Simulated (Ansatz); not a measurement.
## Relativity in Eu

```
Eu
1.0
    -2.27550    2.27550    2.27550
     2.27550   -2.27550    2.27550
     2.27550    2.27550   -2.27550
Eu
1
Direct
  0.00000 0.00000 0.00000
```

The cell is a measured one (Crystallography Open Database entry 9008534); the temperature and pressure of the measurement aren't taken into account, and nothing was relaxed.

Semilocal functionals without a Hubbard term describe localised f shells poorly; where the shell is localised, the real material differs.

The magnetic state is the one reached from the start moments; no search over orders was made, so it needn't be the ground state.

One fixed cell is solved with PBE by frozen-core PAW in Ansatz 0.2.0 under different relativistic treatments. Pressure is positive in compression.

Numerical set-up: a Γ-centred 11×11×11 k mesh, Fermi–Dirac smearing of 0.03 eV, cutoff 420 eV, spin-polarised from start moments Eu 7 μB.

(1) One of the runs gave P (GPa) = -1.44, lowest level at Γ above −25 eV, from the valence-band top or, without a gap, the Fermi level (eV) = -22.59. Which setting was it?
A. scalar-relativistic
B. with spin–orbit coupling

Answers

(1) B. The full set:
```csv
setting,P (GPa),"lowest level at Γ above −25 eV, from the valence-band top or, without a gap, the Fermi level (eV)"
scalar-relativistic,-1.27,-20.34
with spin–orbit coupling,-1.44,-22.59
```
